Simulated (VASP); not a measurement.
# Ru (P6_3/mmc) in VASP: settings compared

The runs below take Ru through relaxation of cell and atoms, with PBE, AM05, LDA.

Everything below comes from runs of VASP 6.6.1. Logs are shortened: lines on timing, memory, paths and dates and some standing lists are left out, and cuts for length are marked.

### 1 Starting point

The structure is hexagonal, space group P6_3/mmc (No. 194). Conventional cell: a = 2.706 Å, b = 2.706 Å, c = 4.282 Å, α = 90.00°, β = 90.00°, γ = 120.00°. Ru (site symmetry -6m2) has 12 Ru at 2.65 to 2.71 Å as nearest neighbours.

### 2 Relaxation of cell and atoms, PBE

Input file INCAR:

```
PREC = Accurate
ENCUT = 600
EDIFF = 1E-6
ISMEAR = 1
SIGMA = 0.1
LREAL = False
LASPH = True
NELM = 80
ALGO = Normal
ISIF = 3
LWAVE = False
LCHARG = False
GGA = PE
IBRION = 2
NSW = 90
EDIFFG = -0.01
KPAR = 2
```

Input file KPOINTS:

```
Automatic mesh
0
Gamma
  15 15 9
```

Input file POSCAR:

```
Ru
1.0
    2.7058000000      0.0000000000      0.0000000000
   -1.3529000000      2.3432915376      0.0000000000
    0.0000000000      0.0000000000      4.2819000000
Ru
2
Direct
    0.3333333333      0.6666666667      0.2500000000
    0.6666666667      0.3333333333      0.7500000000
```

Potentials or basis: VASP PAW PBE potentials, release 64 (Ru_pv).

On the command line:

```
$ cat potpaw_PBE.64/Ru_pv/POTCAR > POTCAR
$ mpirun -np 2 vasp_std > vasp.out
```

OUTCAR:

```text
PREC = Accurate
   ENCUT = 600
   EDIFF = 1E-6
   ISMEAR = 1
   LREAL = False
   LASPH = True
   NELM = 80
   ISIF = 3
   GGA = PE
   IBRION = 2
   NSW = 90
   EDIFFG = -0.01

 ion  position               nearest neighbor table
   1  0.333  0.667  0.250-   2 2.65   2 2.65   2 2.65   2 2.65   2 2.65   2 2.65
   2  0.667  0.333  0.750-   1 2.65   1 2.65   1 2.65   1 2.65   1 2.65   1 2.65

  LATTYP: Found a hexagonal cell.
 ALAT       =     2.7058000000
 C/A-ratio  =     1.5824894671

  Lattice vectors:

 A1 = (   2.7058000000,   0.0000000000,   0.0000000000)
 A2 = (  -1.3529000000,   2.3432915376,   0.0000000000)
 A3 = (   0.0000000000,   0.0000000000,   4.2819000000)

Analysis of symmetry for initial positions (statically):
=====================================================================
 Subroutine PRICEL returns:
 Original cell was already a primitive cell.

 Routine SETGRP: Setting up the symmetry group for a
 hexagonal supercell.

 Subroutine GETGRP returns: Found 24 space group operations
 (whereof 12 operations were pure point group operations)
 out of a pool of 24 trial point group operations.

The static configuration has the point symmetry D_3d.
 The point group associated with its full space group is D_6h.

Analysis of symmetry for dynamics (positions and initial velocities):
=====================================================================
 Subroutine PRICEL returns:
 Original cell was already a primitive cell.

 Routine SETGRP: Setting up the symmetry group for a
 hexagonal supercell.

 Subroutine GETGRP returns: Found 24 space group operations
 (whereof 12 operations were pure point group operations)
 out of a pool of 24 trial point group operations.

The dynamic configuration has the point symmetry D_3d.
 The point group associated with its full space group is D_6h.

 Subroutine INISYM returns: Found 24 space group operations
 (whereof 12 operations are pure point group operations),
 and found     1 'primitive' translations

----------------------------------------------------------------------------------------

                                     Primitive cell

  volume of cell :      27.1493

  direct lattice vectors                    reciprocal lattice vectors
     2.705800000  0.000000000  0.000000000     0.369576465  0.213375072  0.000000000
    -1.352900000  2.343291538  0.000000000     0.000000000  0.426750144  0.000000000
     0.000000000  0.000000000  4.281900000     0.000000000  0.000000000  0.233541185

  length of vectors
     2.705800000  2.705800000  4.281900000     0.426750144  0.426750144  0.233541185

  position of ions in fractional coordinates (direct lattice)
     0.333333333  0.666666667  0.250000000
     0.666666667  0.333333333  0.750000000

  ion indices of the primitive-cell ions
   primitive index   ion index
                 1           1
                 2           2

----------------------------------------------------------------------------------------

 KPOINTS: Automatic mesh

Automatic generation of k-mesh.
 Grid dimensions read from file:
 generate k-points for:   15   15    9

 Generating k-lattice:

  Cartesian coordinates                     Fractional coordinates (reciprocal lattice)
     0.024638431  0.014225005  0.000000000     0.066666667  0.000000000  0.000000000
     0.000000000  0.028450010  0.000000000     0.000000000  0.066666667  0.000000000
     0.000000000  0.000000000  0.025949021     0.000000000  0.000000000  0.111111111

  Length of vectors
     0.028450010  0.028450010  0.025949021

  Shift w.r.t. Gamma in fractional coordinates (k-lattice)
     0.000000000  0.000000000  0.000000000

 Subroutine IBZKPT returns following result:
 ===========================================

 Found    135 irreducible k-points:

 Following reciprocal coordinates:
            Coordinates               Weight
  0.000000  0.000000  0.000000      1.000000
  0.066667  0.000000  0.000000      6.000000
  0.133333  0.000000  0.000000      6.000000
  0.200000  0.000000  0.000000      6.000000
  0.266667  0.000000  0.000000      6.000000
  0.333333  0.000000  0.000000      6.000000
[... 16 lines left out ...]
  0.333333  0.200000  0.000000     12.000000
  0.400000  0.200000  0.000000      6.000000
 [... further k-points ...]
   k-points           NKPTS =    135   k-points in BZ     NKDIM =    135   number of bands    NBANDS=     18
   number of dos      NEDOS =    301   number of ions     NIONS =      2
   total plane-waves  NPLWV =  20736
   dimension x,y,z NGX =    24 NGY =   24 NGZ =   36
   dimension x,y,z NGXF=    48 NGYF=   48 NGZF=   72
   ions per type =               2
   NGX,Y,Z   is equivalent  to a cutoff of  14.75, 14.75, 13.98 a.u.
   NGXF,Y,Z  is equivalent  to a cutoff of  29.49, 29.49, 27.95 a.u.
 SYSTEM =  unknown system
   PREC   = accura    normal or accurate (medium, high low for compatibility)
   ISTART =      0    job   : 0-new  1-cont  2-samecut
   ICHARG =      2    charge: 1-file 2-atom 10-const
   ISPIN  =      1    spin polarized calculation?
   LNONCOLLINEAR =      F non collinear calculations
   LSORBIT =      F    spin-orbit coupling
   LASPH  =      T    aspherical Exc in radial PAW
   ENCUT  =  600.0 eV  44.10 Ry    6.64 a.u.   5.40  5.40  8.55*2*pi/ulx,y,z
   NELM   =     80;   NELMIN=  2; NELMDL= -5     # of ELM steps
   EDIFF  = 0.1E-05   stopping-criterion for ELM
   LREAL  =      F    real-space projection
   EDIFFG = -.1E-01   stopping-criterion for IOM
   NSW    =     90    number of steps for IOM
   IBRION =      2    ionic relax: 0-MD 1-quasi-New 2-CG
   NFREE  =      1    steps in history (QN), initial steepest desc. (CG)
   ISIF   =      3    stress and relaxation
   ISYM   =      2    0-nonsym 1-usesym 2-fastsym
   POTIM  = 0.5000    time-step for ionic-motion
   TEBEG  =    0.0;   TEEND  =   0.0 temperature during run
   PSTRESS=    0.0 pullay stress
   NELECT =      28.0000    total number of electrons
   NUPDOWN=      -1.0000    fix difference up-down
   EMIN   =  10.00;   EMAX   =-10.00  energy-range for DOS
   EFERMI =   0.00;   METHOD = LEGACY
   ISMEAR =     1;   SIGMA  =   0.10  broadening in eV -4-tet -1-fermi 0-gaus
   EFERMI_NEDOS =   21; number of points for ismear=-14 and -15
   IALGO  =     38    algorithm
   IMIX   =      4    mixing-type and parameters
     AMIX     =   0.40;   BMIX     =  1.00
     AMIX_MAG =   1.60;   BMIX_MAG =  1.00
  volume/ion in A,a.u.               =      13.57        91.61
  Fermi-wavevector in a.u.,A,eV,Ry     =   1.654022  3.125649 37.222674  2.735789
  Thomas-Fermi vector in A             =   2.742361
   LORBIT       =      0    0 simple, 1 ext, 2 COOP (PROOUT), +10 PAW based schemes
   GGA     = PE    functional components
   LHFCALC =     F    Hartree Fock is set to
   AEXX    =    0.0000 exact exchange contribution
   IVDW    =     0    specifies the selected vdW correction
   LEPSILON=     F    determine dielectric tensor
   LRPA    =     F    only Hartree local field effects (RPA)
 conjugate gradient relaxation of ions
 non-spin polarized calculation
 Methfessel and Paxton  Order N= 1 SIGMA  =   0.10
  energy-cutoff  :      600.00
  volume of cell :       27.15
 maximum number of plane-waves:       935
 NGX is ok and might be reduce to    24
   NGX = 11   NGY = 11   NGZ = 17

--------------------------------------- Ionic step        1  -------------------------------------------

 number of electron      28.0000002 magnetization

 Free energy of the ion-electron system (eV)
  ---------------------------------------------------
  ext. energy  EPLUGINS =         0.00000000
  ---------------------------------------------------
  free energy    TOTEN  =       -18.46762699 eV

  energy without entropy =      -18.46621698  energy(sigma->0) =      -18.46715699

------------------------ aborting loop because EDIFF is reached ----------------------------------------

  FORCE on cell =-STRESS in cart. coord.  units (eV):
  Direction    XX          YY          ZZ          XY          YZ          ZX
  --------------------------------------------------------------------------------------
  -------------------------------------------------------------------------------------
  Total        0.7186739      0.7186739      0.7494484     -0.0000000      0.0000000     -0.0000000
  in kB       42.4115251     42.4115251     44.2276414     -0.0000000      0.0000000     -0.0000000
  external PRESSURE =      43.0168972 kB  Pullay stress =       0.0000000 kB

 VOLUME and BASIS-vectors are now :
 -----------------------------------------------------------------------------
  energy-cutoff  :      600.00
  volume of cell :       27.15
      direct lattice vectors                 reciprocal lattice vectors
     2.705800000  0.000000000  0.000000000     0.369576465  0.213375072  0.000000000
    -1.352900000  2.343291538  0.000000000     0.000000000  0.426750144  0.000000000
     0.000000000  0.000000000  4.281900000     0.000000000  0.000000000  0.233541185
[... 73 lines left out ...]
 POSITION                                       TOTAL-FORCE (eV/Angst)
 -----------------------------------------------------------------------------------
     -0.00000      1.56909      1.07540         0.000000     -0.000000      0.000000
      1.35887      0.78454      3.22621        -0.000000      0.000000      0.000000
 -----------------------------------------------------------------------------------
    total drift:                               -0.000000      0.000000     -0.000000

  FREE ENERGIE OF THE ION-ELECTRON SYSTEM (eV)
  ---------------------------------------------------
  free  energy   TOTEN  =       -18.4723861472 eV

  energy  without entropy=      -18.4710173605  energy(sigma->0) =      -18.47192988

--------------------------------------- Ionic step        4  -------------------------------------------

 number of electron      28.0000004 magnetization

 Free energy of the ion-electron system (eV)
  ---------------------------------------------------
  ext. energy  EPLUGINS =         0.00000000
  ---------------------------------------------------
  free energy    TOTEN  =       -18.47238629 eV

  energy without entropy =      -18.47101728  energy(sigma->0) =      -18.47192995

 E-fermi :  12.5823     XC(G=0): -14.0399

 val. band max:       12.5815411383   @ k =   0.2667   0.0000   0.3333
 cond. band min:      12.6097973417   @ k =   0.4667   0.0667   0.3333
 fundamental gap:      0.0282562034
 Fermi energy:        12.5822504712

 k-point     1 :       0.0000    0.0000    0.0000
  band No.  band energies     occupation
      1     -30.9952      2.00000
      2     -30.1074      2.00000
      3     -30.1074      2.00000
      4     -29.9442      2.00000
      5     -29.9442      2.00000
      6     -29.9006      2.00000
[... 10 lines left out ...]
     17      13.7618     -0.00000
     18      13.8833     -0.00000
[... 463 lines left out ...]
 k-point    24 :       0.4000    0.2000    0.0000
  band No.  band energies     occupation
      1     -30.7484      2.00000
      2     -30.5701      2.00000
      3     -30.4600      2.00000
      4     -30.4543      2.00000
      5     -30.2394      2.00000
      6     -30.2202      2.00000
[... 10 lines left out ...]
     17      17.8707      0.00000
     18      19.3056      0.00000

 [... further k-points ...]
[... 5 lines left out ...]
  --------------------------------------------------------------------------------------
  -------------------------------------------------------------------------------------
  Total        0.0100894      0.0100894     -0.0169143      0.0000000      0.0000000     -0.0000000
  in kB        0.5876440      0.5876440     -0.9851514      0.0000000      0.0000000     -0.0000000
  external PRESSURE =       0.0633788 kB  Pullay stress =       0.0000000 kB

 VOLUME and BASIS-vectors are now :
 -----------------------------------------------------------------------------
  energy-cutoff  :      600.00
  volume of cell :       27.51
      direct lattice vectors                 reciprocal lattice vectors
     2.717503815  0.000000000 -0.000000000     0.367984764  0.212456103  0.000000000
    -1.358751907  2.353427338  0.000000000     0.000000000  0.424912205  0.000000000
     0.000000000  0.000000000  4.301214263     0.000000000  0.000000000  0.232492487

 POSITION                                       TOTAL-FORCE (eV/Angst)
 -----------------------------------------------------------------------------------
     -0.00000      1.56895      1.07530         0.000000      0.000000      0.000000
      1.35875      0.78448      3.22591        -0.000000     -0.000000      0.000000
 -----------------------------------------------------------------------------------
    total drift:                               -0.000000      0.000000     -0.000000

  FREE ENERGIE OF THE ION-ELECTRON SYSTEM (eV)
  ---------------------------------------------------
  free  energy   TOTEN  =       -18.4723862862 eV

  energy  without entropy=      -18.4710172835  energy(sigma->0) =      -18.47192995

 reached required accuracy - stopping structural energy minimisation
```

Wall time 54 s (2 MPI ranks of AMD EPYC 9R45 (Zen 5), shared host); peak memory 0.18 GiB.

What came out:

```
Free energy                            : -18.4724 eV
Relaxed volume                         : 13.75 Å³/atom
Relaxed cell                           : a = 2.718 Å, b = 2.718 Å, c = 4.301 Å, α = 90.00°, β = 90.00°, γ = 120.00°
Space group after relaxing (to 0.05 Å) : P6_3/mmc (No. 194)
Energy gained by relaxing              : 2.4 meV/atom
Ionic steps                            : 4
Pressure after relaxing                : 0.0 GPa
Band gap on the k mesh                 : none (metal or under the smearing width)
```

Stress tensor (GPa, compression positive):
```
 0.06  0.00  0.00
 0.00  0.06  0.00
 0.00  0.00 -0.10
```

Step by step:
```csv
step,energy change (eV),largest force (eV/Å),pressure (GPa),volume (Å³)
1,0.0000,0.0000,4.30,27.15
2,0.0350,0.0000,-11.17,28.61
3,-0.0048,0.0000,-0.04,27.52
4,-0.0048,0.0000,0.01,27.51
```

Final structure:
```xyz
2
Lattice="2.7175 0.0000 0.0000 -1.3588 2.3534 0.0000 0.0000 0.0000 4.3012" Properties=species:S:1:pos:R:3 pbc="T T T"
Ru    0.0000    1.5690    1.0753
Ru    1.3588    0.7845    3.2259
```

PBE usually gives volumes a little too large and moduli too small. Zero-point motion and thermal expansion aren't in these numbers.

### 3 Relaxation of cell and atoms, PBE

This run uses another cell than the first one, of 13.75 Å³/atom, 1.013 times its volume.

INCAR: that of step 2 with these lines changed.

```diff
@@ -2,3 +2,3 @@
 ENCUT = 600
-EDIFF = 1E-6
+EDIFF = 1E-7
 ISMEAR = 1
@@ -15,3 +15,3 @@
 NSW = 90
-EDIFFG = -0.01
+EDIFFG = -0.005
 KPAR = 2
```

KPOINTS is that of step 2.

Input file POSCAR:

```
Ru                                      
1.0
    2.7175038145      0.0000000000     -0.0000000000
   -1.3587519073      2.3534273383      0.0000000000
    0.0000000000      0.0000000000      4.3012142633
  Ru            
     2
Direct
     0.3333333332999970    0.6666666667000030    0.2500000000000000
     0.6666666667000030    0.3333333332999970    0.7500000000000000
```

Potentials or basis: VASP PAW PBE potentials, release 64 (Ru_pv).

On the command line:

```
$ cat potpaw_PBE.64/Ru_pv/POTCAR > POTCAR
$ mpirun -np 2 vasp_std > vasp.out
```

It took 44 s on 2 MPI ranks of AMD EPYC 9R45 (Zen 5), shared host; peak memory 0.17 GiB.

The run converged. Its results:

```
Free energy                            : -18.4728 eV
Relaxed volume                         : 13.76 Å³/atom
Relaxed cell                           : a = 2.718 Å, b = 2.718 Å, c = 4.301 Å, α = 90.00°, β = 90.00°, γ = 120.00°
Space group after relaxing (to 0.05 Å) : P6_3/mmc (No. 194)
Energy gained by relaxing              : 0.0 meV/atom
Ionic steps                            : 3
Pressure after relaxing                : 0.0 GPa
Band gap on the k mesh                 : none (metal or under the smearing width)
```

Final structure:
```xyz
2
Lattice="2.7179 0.0000 0.0000 -1.3590 2.3538 0.0000 0.0000 0.0000 4.3006" Properties=species:S:1:pos:R:3 pbc="T T T"
Ru    0.0000    1.5692    1.0751
Ru    1.3590    0.7846    3.2254
```

Levels at points of the mesh, in eV from the Fermi level:
```tsv
k point	band 11	band 12	band 13	band 14	band 15	band 16	band 17	band 18
(0.00, 0.00, 0.00)	-2.35	-1.86	-1.86	-1.34	-1.34	1.18	1.18	1.30
```

[end of part 1 of 2]
